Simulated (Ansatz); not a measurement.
# PbSe (Pm-3m) in Ansatz: further runs

Aim: see how the results for PbSe move with the level of theory and the settings. Levels: PBEsol+D3(BJ), PBEsol+D4, RPBE+D3(BJ), RPBE+D4, revPBE+D3(BJ). Tasks: relaxation of cell and atoms.

All numbers are computed with Ansatz 0.2.0; they aren't measurements. Logs are shortened: lines on timing, memory, paths and dates and some standing lists are left out, and cuts for length are marked.

## 1. The crystal as given

The structure is cubic, space group Pm-3m (No. 221). Conventional cell: a = 3.784 Å, b = 3.784 Å, c = 3.784 Å, α = 90.00°, β = 90.00°, γ = 90.00°. Pb (site symmetry m-3m) has 8 Se at 3.28 Å as nearest neighbours. Around Se (site symmetry m-3m) lie 8 Pb at 3.28 Å.

Measurements of this composition are mostly on another form, of space group No. 225.

## 2. Relaxation of cell and atoms, PBEsol+D3(BJ)

Input file input.yaml:

```yaml
crystal:
  lattice:
    - [3.784322, 0.0, 0.0]
    - [0.0, 3.784322, 0.0]
    - [0.0, 0.0, 3.784322]
  atoms:
    - { symbol: Pb, position: [0.0, 0.0, 0.0] }
    - { symbol: Se, position: [0.5, 0.5, 0.5] }
hamiltonian:
  xc: pbesol
  pseudopotentials: { kind: paw }
  dispersion: d3bj
kpoints:
  mp_grid: { grid: [7, 7, 7] }
scf:
  occupations: { method: fermi_dirac, width: 0.05 }
output:
  forces: true
  stress: true
  eigenvalues: true
  write_density: true
  write_potential: true
  elf: true
  volumetric_format: npy
relax:
  f_tol: 0.01
  max_steps: 40
  cell: { stress_tol: 0.05 }
```

Potentials or basis: Ansatz PAW.

Run with:

```
ansatz run input.yaml --threads 2 --pin off --max-ram 5632MiB --backend cpu --events-out ev --progress --plain --runs-dir out
```

What it wrote:

```text
Warning: RAYON_NUM_THREADS=2 ignored (pool sized by the plan → 2); use --threads N
Engine: ansatz 0.2.0, aarch64-unknown-linux-gnu
Pseudopotentials: kind: paw
Pseudopotential: Pb, paw, valence charge 14, recommended cutoff 420 eV (normal), Pb.paw.azcp
Pseudopotential: Se, paw, valence charge 16, recommended cutoff 420 eV (normal), Se.paw.azcp
Functional definition: PBEsol
  exchange = pbesol_x
  correlation = pbesol_c
Crystal: 2 atoms, lattice volume = 54.196 Å³
Basis set: ecut = 420 eV, 1021 PW (Γ), exchange–correlation on 54×54×54 points (8 copies of the dense FFT grid, shifted against one another)
Bands: 19, of which v1, the nominal top of the filled ones, is band 15 counted from 1 (14 counted from 0)
Symmetry: 48 space group operations
Space group: Pm-3m (ITA 221), of the structure as read, at distance tolerance 3.8e-5 Å
k-points: 20 of 343
Non-local potential: Pb, projectors of the file, l = 0: 2, l = 1: 2, l = 2: 2, l = 3: 2
Non-local potential: Se, projectors of the file, l = 0: 2, l = 1: 2, l = 2: 3, l = 3: 1
PAW form: soft (Blöchl's): semilocal exchange-correlation on the pseudo side does not see the compensation charge
PAW frozen core: Pb, regenerated for the run's functional, and the local potential with it (the file was generated under x = pbe(κ = 0.804, μ = 0.2195149727645171), c = pbe(β = 0.06672455060314922))
PAW frozen core: Se, regenerated for the run's functional, and the local potential with it (the file was generated under x = pbe(κ = 0.804, μ = 0.2195149727645171), c = pbe(β = 0.06672455060314922))
PAW one-centre angular grid: Pb, 590 points (default); XC on 64 Gauss nodes
PAW one-centre angular grid: Se, 590 points (default); XC on 64 Gauss nodes
Initial density: superposition of atomic densities (neutral atoms: chi_scale 0, normalization atom), corrected by the library's trained network
Initial wavefunctions: pseudopotential atomic-orbital guess
Functional: x = pbesol(κ = 0.804, μ = 0.12345679012345678), c = pbesol(β = 0.046)
SCF iter   1: F=—  HF=-17180.535378 eV  |F-HF|=—  |Δ(HF+E_count)|=         —  Δρ=3.66e-3  dr2=1.51e-2  ethr=1.77e-3  ⟨swp⟩=6.2  Hψ=1788  notcnv=0
preconditioner: auto → Kerker (q_TF=auto, 2.472 Å⁻¹)  [metal: Δε(μ)=0.103 eV  Ē_g=15.261 eV  σ=0.050 eV  W_gap=0.40  n_scr=18 (ndim 8)  ℏωp=22.6 eV  f_vac=0.000  D(μ)=1.18/eV (n_scr^D=6)]
SCF iter   2: F=—  HF=-17180.531174 eV  |F-HF|=—  |Δ(HF+E_count)|=   4.20e-3  Δρ=1.91e-3  dr2=3.99e-3  ethr=5.05e-5  ⟨swp⟩=1.5  Hψ=550  notcnv=0
SCF iter   3: F=—  HF=-17180.530216 eV  |F-HF|=—  |Δ(HF+E_count)|=   9.58e-4  Δρ=5.53e-4  dr2=2.72e-4  ethr=1.33e-5  ⟨swp⟩=2.4  Hψ=587  notcnv=0
SCF iter   4: F=—  HF=-17180.530173 eV  |F-HF|=—  |Δ(HF+E_count)|=   4.28e-5  Δρ=2.56e-4  dr2=2.48e-5  ethr=9.05e-7  ⟨swp⟩=2.1  Hψ=636  notcnv=0
SCF iter   5: F=—  HF=-17180.530181 eV  |F-HF|=—  |Δ(HF+E_count)|=   7.72e-6  Δρ=5.02e-5  dr2=1.52e-6  ethr=8.28e-8  ⟨swp⟩=2.0  Hψ=682  notcnv=0
SCF iter   6: F=—  HF=-17180.530180 eV  |F-HF|=—  |Δ(HF+E_count)|=   3.81e-7  Δρ=2.17e-5  dr2=2.90e-7  ethr=5.08e-9  ⟨swp⟩=2.0  Hψ=682  notcnv=0
[... 46 lines left out ...]
SCF 5 converged in 6 iterations: F = -17180.639947 eV  dr2 = 1.25e-11
relax step   5: F+E_penalty+E_count = -17180.63994709 eV  Δ(F+E_penalty+E_count) = +5.953e-4 eV  max|allowed force component| = 1.841e-30 eV/Å  Δτ_max = 0.0000 Å  P = -0.026 GPa  Ω = 48.578 Å³  stress off target by 2.64e-2 GPa  SCF on the basis re-selected at this cell (its energy is not comparable with the rows above)  (6 SCF iters)
basis re-selected at this cell: Δ(F+E_penalty+E_count) = +5.953e-4 eV, ΔP = -0.008 GPa vs the last step (what re-selecting the basis moved, of the pressure what is left beyond the Pulay correction that the steps carried, after the strain that the cell walked since its last selection, with what the two solves' SCF thresholds leave and, on support functions, any second-order correction that the steps lacked; it is no measure of the basis error at this ecutwfc). The dense FFT grid was sized anew with the basis: this SCF ran on 25×25×25 points, the steps before it on 27×27×27, so part of this shift can come from that change (see relax.cell in the input reference). This SCF's stress stands 2.64e-2 GPa from its target on what of the cell is left free (relax.cell.stress_tol is 5.00e-2 GPa) and its largest allowed force component is 1.84e-30 eV/Å (relax.f_tol is 1.00e-2 eV/Å): within both
SCF converged after 6 iterations
Free energy (F): -17180.639947 eV
Harris-Foulkes:  -17180.639947 eV  (|F-HF|=3.64e-12)
Internal energy: -17180.631825 eV  (E = F + TS)
E sigma→0 (E₀):  -17180.635886 eV
Entropy (-TS):   -0.008122 eV (-4.061 meV/atom)
Fermi energy:    11.133336 eV
--- Per-component energies (eV) ---
  E_band       = -359.379684
  E_kinetic    = 407.856545
  E_local      = -3146.599026  (includes V_loc(G=0)·N_el)
  E_nonlocal   = -240.688239
  E_hartree    = 1483.476418
  E_xc         = -323.811665
  E_vxc        = -232.608062  (∫ρ·V_xc dr)
  E_paw        = -12121.602001  (= ΣΔE_a)
  E_vpaw       = -114.293135  (= ΣTr[D̂ρ^β])
  E_aug_tail   = -0.000432  (compensation charges beyond the density's cutoff)
  E_ewald      = -3239.486525
  E_disp       = -0.847468  (pairwise vdW)
  E_core_change = 1.070567  (= ΣΔE_core)
  E_smearing   = -0.008122  (= −TS)
  E_closure    = 0.000000  (closes the sum)
  Σ components = -17180.639947   (vs F -17180.639947, Δ=0.00e0)
--- Forces (eV/Å), atoms counted from 1 ---
  atom   1  Pb     0.00000000    -0.00000000     0.00000000
  atom   2  Se     0.00000000     0.00000000    -0.00000000
  max |Σ_I F_I| component: 4.21e-30 eV/Å
--- Stress (GPa, compression-positive) ---
       -0.026350       0.000000       0.000000
        0.000000      -0.026350      -0.000000
        0.000000      -0.000000      -0.026350
  P = ⅓ Tr σ = -0.0264 GPa (-0.264 kbar)
--- Band table (eV; the first three rows and the last of 20) ---
  k-point 0: bands = ["-35.9277", "-35.9277", "-35.9277", "-35.9272", "-35.9272", "-5.8065", "-5.8065", "-5.5959", "-5.5959", "-5.5959", "-2.8946", "4.2857", "9.3048", "9.3048", "9.3048", "16.0121", "16.0121", "17.9273", "17.9273"]
  k-point 1: bands = ["-35.9277", "-35.9277", "-35.9276", "-35.9272", "-35.9270", "-5.8044", "-5.7754", "-5.6084", "-5.6084", "-5.5948", "-2.7158", "3.8440", "9.2733", "9.5075", "9.5075", "15.9072", "16.1652", "17.3100", "17.3100"]
  k-point 2: bands = ["-35.9278", "-35.9278", "-35.9276", "-35.9271", "-35.9265", "-5.7996", "-5.7062", "-5.6362", "-5.6362", "-5.5924", "-2.2249", "2.7795", "9.5758", "10.0514", "10.0514", "13.9334", "15.9574", "15.9574", "16.6020"]
  k-point 19: bands = ["-35.9281", "-35.9281", "-35.9281", "-35.9256", "-35.9256", "-5.7402", "-5.7312", "-5.7312", "-5.5402", "-5.5402", "-0.4364", "4.5616", "7.8841", "8.1615", "8.1615", "10.6214", "10.6214", "11.5896", "24.4709"]
--- Relaxed structure (4 steps of the walk, 4 accepted, 1 SCFs on fresh bases) ---
  F+E_penalty+E_count = -17180.63994709 eV   max|allowed force component| = 1.841e-30 eV/Å   (the final SCF, on the basis selected at the relaxed cell)
  cell:  # Å, volume = 48.5779 Å³
    - [3.6487679379601845, 6.419766481290785e-35, 5.135813185032629e-34]
    - [7.061743129419865e-34, 3.6487679379601845, -2.5679065925163143e-34]
    - [5.135813185032629e-34, -2.5679065925163143e-34, 3.6487679379601845]
  atoms:
    - { symbol: Pb, position: [2.7990785916552996e-34, -1.696411267671025e-35, -1.6964112676698675e-35] }
    - { symbol: Se, position: [0.5, 0.5, 0.5] }
```

v_z.tsv:

```text
# z_ang	v_es[eV]	v_tot[eV]
# format = ansatz-planar-average/11
# xc	pbesol
# density_cutoff_ev	1680
# datasets	Pb=:simpson_from_first_knot:soft:shift=-1150160	Se=:simpson_from_first_knot:soft:shift=-935943
# lattice	3.648767938	0.000000000	0.000000000
# lattice	0.000000000	3.648767938	-0.000000000
# lattice	0.000000000	-0.000000000	3.648767938
# sites	2
# site	82	0.000000000	-0.000000000	-0.000000000
# site	34	1.824383969	1.824383969	1.824383969
0.000000	2.492987e0	-9.214911e0
0.145951	2.610982e0	-8.990258e0
0.291901	3.014445e0	-8.343046e0
0.437852	3.836504e0	-7.194166e0
0.583803	5.166353e0	-5.494311e0
0.729754	6.906529e0	-3.433531e0
[... 17 lines left out ...]
3.356867	3.014445e0	-8.343046e0
3.502817	2.610982e0	-8.990258e0
```

Wall time 7.6 s (2 threads of Arm Neoverse N1, shared host); peak memory 0.33 GiB.

What came out:

```yaml
Free_energy: -17180.6399 eV
Relaxed_volume: 24.29 Å³/atom
Relaxed_cell: a = 3.649 Å, b = 3.649 Å, c = 3.649 Å, α = 90.00°, β = 90.00°, γ = 90.00°
Space_group_after_relaxing_to_0.05_Å: Pm-3m (No. 221)
Energy_gained_by_relaxing: 54.9 meV/atom
Ionic_steps: 5
Pressure_after_relaxing: 0.0 GPa
Band_gap_on_the_k_mesh: none (metal or under the smearing width)
```

Step by step:
```
step  energy change (eV)  largest force (eV/Å)  volume (Å³)
   1              0.0000                0.0000        54.20
   2             -0.1042                0.0000        47.38
   3             -0.1100                0.0000        48.85
   4             -0.1104                0.0000        48.58
   5             -0.1098                0.0000        48.58
```

Final structure:
```
Pb Se
1.0
     3.64877    0.00000    0.00000
     0.00000    3.64877    0.00000
     0.00000    0.00000    3.64877
Pb Se
1 1
Direct
  0.00000 0.00000 0.00000
  0.50000 0.50000 0.50000
```

Caveat: the plane-wave basis is chosen anew once the cell has moved, so the energies of steps on either side of that aren't comparable; pairwise dispersion overbinds metals, which lowers pressure and volume; the PAW data sets come from PBE, with cores solved anew for the run's functional, which leaves a small shift of forces and pressure.

## 3. Relaxation of cell and atoms, PBEsol+D4

input.yaml, as its differences from that of step 2:

```diff
@@ -11,3 +11,3 @@
   pseudopotentials: { kind: paw }
-  dispersion: d3bj
+  dispersion: d4
 kpoints:
@@ -20,6 +20,2 @@
   eigenvalues: true
-  write_density: true
-  write_potential: true
-  elf: true
-  volumetric_format: npy
 relax:
```

Potentials or basis: Ansatz PAW.

Run with:

```
ansatz run input.yaml --threads 2 --pin off --max-ram 5632MiB --backend cpu --events-out ev --progress --plain --runs-dir out
```

Wall time 7.4 s (2 threads of Arm Neoverse N1, shared host); peak memory 0.33 GiB.

Results (log left out):

```
Free energy                            : -17180.3355 eV
Relaxed volume                         : 24.74 Å³/atom
Relaxed cell                           : a = 3.671 Å, b = 3.671 Å, c = 3.671 Å, α = 90.00°, β = 90.00°, γ = 90.00°
Space group after relaxing (to 0.05 Å) : Pm-3m (No. 221)
Energy gained by relaxing              : 37.5 meV/atom
Ionic steps                            : 5
Pressure after relaxing                : 0.0 GPa
Band gap on the k mesh                 : none (metal or under the smearing width)
```

Step by step:
| step | energy change (eV) | largest force (eV/Å) | volume (Å³) |
| --- | --- | --- | --- |
| 1 | 0.0000 | 0.0000 | 54.20 |
| 2 | -0.0717 | 0.0000 | 48.51 |
| 3 | -0.0753 | 0.0000 | 49.66 |
| 4 | -0.0754 | 0.0000 | 49.48 |
| 5 | -0.0749 | 0.0000 | 49.48 |

Final structure:
```cif
data_structure
_symmetry_space_group_name_H-M 'P 1'
_symmetry_Int_Tables_number 1
_cell_length_a 3.6711
_cell_length_b 3.6711
_cell_length_c 3.6711
_cell_angle_alpha 90.000
_cell_angle_beta 90.000
_cell_angle_gamma 90.000
_cell_volume 49.48
loop_
_atom_site_label
_atom_site_type_symbol
_atom_site_fract_x
_atom_site_fract_y
_atom_site_fract_z
_atom_site_occupancy
Pb1 Pb 0.00000 0.00000 0.00000 1
Se1 Se 0.50000 0.50000 0.50000 1
```

Levels at points of the mesh, in eV from the Fermi level:
```
           k point  band 13  band 14  band 15  band 16  band 17  band 18
(0.00, 0.00, 0.00)    -1.76    -1.76    -1.76     4.92     4.92     6.68
```

Caveat: the plane-wave basis is chosen anew once the cell has moved, so the energies of steps on either side of that aren't comparable; pairwise dispersion overbinds metals, which lowers pressure and volume; the PAW data sets come from PBE, with cores solved anew for the run's functional, which leaves a small shift of forces and pressure. The run has no spin-orbit coupling, so splittings on Pb are missing.

## 4. Relaxation of cell and atoms, RPBE+D3(BJ)

input.yaml, as its differences from that of step 3:

```diff
@@ -9,5 +9,5 @@
 hamiltonian:
-  xc: pbesol
+  xc: rpbe
   pseudopotentials: { kind: paw }
-  dispersion: d4
+  dispersion: d3bj
 kpoints:
```

Run with:

```
ansatz run input.yaml --threads 2 --pin off --max-ram 5632MiB --backend cpu --events-out ev --progress --plain --runs-dir out
```

Run time: 8 s. Hardware: 2 threads of Arm Neoverse N1, shared host; peak memory 0.33 GiB.

It converged, with:

```
Free energy                            : -17402.1250 eV
Relaxed volume                         : 20.00 Å³/atom
Relaxed cell                           : a = 3.420 Å, b = 3.420 Å, c = 3.420 Å, α = 90.00°, β = 90.00°, γ = 90.00°
Space group after relaxing (to 0.05 Å) : Pm-3m (No. 221)
Energy gained by relaxing              : 490.2 meV/atom
Ionic steps                            : 6
Pressure after relaxing                : 0.0 GPa
Band gap on the k mesh                 : none (metal or under the smearing width)
```

The path:
```tsv
step	energy change (eV)	largest force (eV/Å)	volume (Å³)
1	0.0000	0.0000	54.20
2	-0.7044	0.0000	46.65
3	-0.9812	0.0000	39.84
4	-0.9814	0.0000	40.05
5	-0.9814	0.0000	40.01
6	-0.9805	0.0000	40.01
```

Final structure:
```xyz
2
Lattice="3.4201 0.0000 0.0000 0.0000 3.4201 0.0000 0.0000 0.0000 3.4201" Properties=species:S:1:pos:R:3 pbc="T T T"
Pb    0.0000    0.0000    0.0000
Se    1.7101    1.7101    1.7101
```

Levels at points of the mesh, in eV from the Fermi level:
| k point | band 13 | band 14 | band 15 | band 16 | band 17 | band 18 |
| --- | --- | --- | --- | --- | --- | --- |
| (0.00, 0.00, 0.00) | -2.64 | -2.64 | -2.64 | 4.47 | 4.47 | 8.34 |

Caveat: the volume moved by over 15 % at a fixed basis, so the end points are rough; the plane-wave basis is chosen anew once the cell has moved, so the energies of steps on either side of that aren't comparable; pairwise dispersion overbinds metals, which lowers pressure and volume; the PAW data sets come from PBE, with cores solved anew for the run's functional, which leaves a small shift of forces and pressure. The run has no spin-orbit coupling, so splittings on Pb are missing.

## 5. Relaxation of cell and atoms, RPBE+D4

input.yaml, as its differences from that of step 4:

```diff
@@ -11,3 +11,3 @@
   pseudopotentials: { kind: paw }
-  dispersion: d3bj
+  dispersion: d4
 kpoints:
@@ -20,2 +20,6 @@
   eigenvalues: true
+  write_density: true
+  write_potential: true
+  elf: true
+  volumetric_format: npy
 relax:
```

Run with:

```
ansatz run input.yaml --threads 2 --pin off --max-ram 5632MiB --backend cpu --events-out ev --progress --plain --runs-dir out
```

Wall time 6.3 s (2 threads of Arm Neoverse N1, shared host); peak memory 0.33 GiB.

Results (log left out):

- Free energy: -17399.0140 eV
- Relaxed volume: 25.75 Å³/atom
- Relaxed cell: a = 3.720 Å, b = 3.720 Å, c = 3.720 Å, α = 90.00°, β = 90.00°, γ = 90.00°
- Space group after relaxing (to 0.05 Å): Pm-3m (No. 221)
- Energy gained by relaxing: 11.1 meV/atom
- Ionic steps: 4
- Pressure after relaxing: 0.0 GPa
- Band gap on the k mesh: none (metal or under the smearing width)

Step by step:
```tsv
step	energy change (eV)	largest force (eV/Å)	volume (Å³)
1	0.0000	0.0000	54.20
2	-0.0221	0.0000	51.16
3	-0.0224	0.0000	51.50
4	-0.0221	0.0000	51.50
```

Final structure:
```cif
data_structure
_symmetry_space_group_name_H-M 'P 1'
_symmetry_Int_Tables_number 1
_cell_length_a 3.7205
_cell_length_b 3.7205
_cell_length_c 3.7205
_cell_angle_alpha 90.000
_cell_angle_beta 90.000
_cell_angle_gamma 90.000
_cell_volume 51.50
loop_
_atom_site_label
_atom_site_type_symbol
_atom_site_fract_x
_atom_site_fract_y
_atom_site_fract_z
_atom_site_occupancy
Pb1 Pb 0.00000 0.00000 0.00000 1
Se1 Se 0.50000 0.50000 0.50000 1
```

Levels at points of the mesh, in eV from the Fermi level:
| k point | band 11 | band 12 | band 13 | band 14 | band 15 | band 16 | band 17 | band 18 | band 19 |
| --- | --- | --- | --- | --- | --- | --- | --- | --- | --- |
| (0.00, 0.00, 0.00) | -13.50 | -6.86 | -1.60 | -1.60 | -1.60 | 5.12 | 5.12 | 6.50 | 6.50 |

Caveat: the plane-wave basis is chosen anew once the cell has moved, so the energies of steps on either side of that aren't comparable; pairwise dispersion overbinds metals, which lowers pressure and volume; the PAW data sets come from PBE, with cores solved anew for the run's functional, which leaves a small shift of forces and pressure.

## 6. Relaxation of cell and atoms, revPBE+D3(BJ)

input.yaml, as its differences from that of step 5:

```diff
@@ -9,5 +9,5 @@
 hamiltonian:
-  xc: rpbe
+  xc: revpbe
   pseudopotentials: { kind: paw }
-  dispersion: d4
+  dispersion: d3bj
 kpoints:
@@ -20,6 +20,2 @@
   eigenvalues: true
-  write_density: true
-  write_potential: true
-  elf: true
-  volumetric_format: npy
 relax:
```

Potentials or basis: Ansatz PAW.

Run with:

```
ansatz run input.yaml --threads 2 --pin off --max-ram 5632MiB --backend cpu --events-out ev --progress --plain --runs-dir out
```

Wall time 6.9 s (2 threads of Arm Neoverse N1, shared host); peak memory 0.33 GiB.

Results (log left out):

| Quantity | Value |
| --- | --- |
| Free energy | -17392.7786 eV |
| Relaxed volume | 25.43 Å³/atom |
| Relaxed cell | a = 3.705 Å, b = 3.705 Å, c = 3.705 Å, α = 90.00°, β = 90.00°, γ = 90.00° |
| Space group after relaxing (to 0.05 Å) | Pm-3m (No. 221) |
| Energy gained by relaxing | 16.6 meV/atom |
| Ionic steps | 5 |
| Pressure after relaxing | 0.0 GPa |
| Band gap on the k mesh | none (metal or under the smearing width) |

The path:
```tsv
step	energy change (eV)	largest force (eV/Å)	volume (Å³)
1	0.0000	0.0000	54.20
2	-0.0331	0.0000	50.50
3	-0.0335	0.0000	50.92
4	-0.0335	0.0000	50.86
5	-0.0332	0.0000	50.86
```

Final structure:
```
Pb Se
1.0
     3.70507    0.00000    0.00000
     0.00000    3.70507    0.00000
     0.00000    0.00000    3.70507
Pb Se
1 1
Direct
  0.00000 0.00000 0.00000
  0.50000 0.50000 0.50000
```

Levels at points of the mesh, in eV from the Fermi level:
```tsv
k point	band 13	band 14	band 15	band 16	band 17	band 18
(0.00, 0.00, 0.00)	-1.64	-1.64	-1.64	5.09	5.09	6.57
```

Caveat: the plane-wave basis is chosen anew once the cell has moved, so the energies of steps on either side of that aren't comparable; pairwise dispersion overbinds metals, which lowers pressure and volume; the PAW data sets come from PBE, with cores solved anew for the run's functional, which leaves a small shift of forces and pressure. The run has no spin-orbit coupling, so splittings on Pb are missing.

## 7. Summary

```csv
level,gap on the mesh (eV),pressure (GPa),relaxed volume (Å³/atom)
PBEsol+D3(BJ),none,0.0,24.29
PBEsol+D4,none,0.0,24.74
RPBE+D3(BJ),none,0.0,20.00
RPBE+D4,none,0.0,25.75
revPBE+D3(BJ),none,0.0,25.43
```

Alike in all rows: task relaxation of cell and atoms; potentials or basis Ansatz PAW; no spin polarisation; cell relaxed; k mesh 7 × 7 × 7; cutoff (eV) 420; smearing fermi-dirac 0.05 eV.

Caveats: the plane-wave basis is chosen anew once the cell has moved, so the energies of steps on either side of that aren't comparable; pairwise dispersion overbinds metals, which lowers pressure and volume; the PAW data sets come from PBE, with cores solved anew for the run's functional, which leaves a small shift of forces and pressure; the volume moved by over 15 % at a fixed basis, so the end points are rough (some runs).

Total energies depend on the potentials used, so only differences within one code and one set of settings carry meaning.
